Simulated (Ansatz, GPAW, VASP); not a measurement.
# SnTe: programs and potentials compared

```
Te Sn
1.0
     0.00000    3.15085    3.15085
     3.15085    0.00000    3.15085
     3.15085    3.15085    0.00000
Te Sn
1 1
Direct
  0.50000 0.50000 0.50000
  0.00000 0.00000 0.00000
```

Alike in all runs: task single point; functional PBE; k mesh 7 × 7 × 7; occupations gaussian, width 0.02 eV; no spin polarisation; no spin-orbit coupling. Pressure is positive in compression and, in plane waves, holds the error of the finite cutoff.

```tsv
program and potentials	plane-wave cutoff (eV)	notes	pressure (GPa)
GPAW, GPAW PAW data sets (gpaw-data 1.2.1)	600	-	1.95
Ansatz, all-electron LAPW, scalar-relativistic	-	-	2.23
VASP, PBE PAW files Sn_d, Te, 520 eV	520	-	2.18
```

The pressure spans 1.95 (GPAW, GPAW PAW data sets (gpaw-data 1.2.1)) to 2.23 GPa (Ansatz, all-electron LAPW, scalar-relativistic), with all-electron results at 2.23.

The functional is the same throughout but for its coding, so the spread measures potentials, basis and numerics; runs on potential files found faulty are left out.

All three calculations put the rocksalt cell under compression, so PBE would favour a larger lattice than the one supplied. As this cell is close to the measured one, the positive pressure reflects the familiar underbinding of PBE in solids of heavy elements: its gradient correction favours the more inhomogeneous density of an expanded lattice. SnTe responds visibly because its bonds, built mainly from Sn and Te p states, are fairly soft, and a modest pressure therefore corresponds to a noticeable change in volume.

The VASP value of 2.18 GPa lies close to the all-electron 2.23 GPa, while GPAW is lower at 1.95 GPa, probably through some mix of data-set construction and residual basis error. The agreement in sign makes the preference for expansion robust across these implementations, but the differences would carry over into slightly different equilibrium volumes. Pressure on the ideal cubic cell does not test the soft polar displacement of Sn against Te, since forces on the atoms vanish there by symmetry whether or not the structure is stable.
